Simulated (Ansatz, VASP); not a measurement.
**One calculation of Sb, two programs**

```
Sb
1.0
     3.29156    0.00000    0.00000
    -1.64578    2.85058    0.00000
     0.00000    0.00000   11.13942
Sb
4
Direct
  0.00000 0.00000 0.00000
  0.00000 0.00000 0.50000
  0.33333 0.66667 0.25000
  0.66667 0.33333 0.75000
```

Alike in both runs: task single point; functional PBEsol; k mesh 12 × 12 × 4; occupations fermi-dirac, width 0.1 eV; no spin polarisation.

```csv
,VASP,Ansatz
version,VASP 6.6.1,Ansatz 0.2.0
potentials or method,"VASP PAW PBE potentials, release 64 (Sb)","plane waves (420 eV) with PAW, scalar-relativistic"
plane-wave cutoff (eV),520,420
valence electrons in the cell,20,60
```

|  | VASP | Ansatz | Ansatz less VASP |
| --- | --- | --- | --- |
| pressure (GPa) | 0.2 | 0.2 | 0.00 |
| largest component of the traceless stress (GPa) | 0.72 | 0.70 | -0.017 |

The functional is the same, so the differences come from potentials, cutoffs and numerics. The two sets of potentials don't hold the same shells in valence. Ansatz warned: «pseudo_functional_mismatch».

Caveats: the PAW data sets were made with another functional, which shifts forces and pressure a little (VASP). The runs have no spin-orbit coupling, so splittings on Sb are missing.
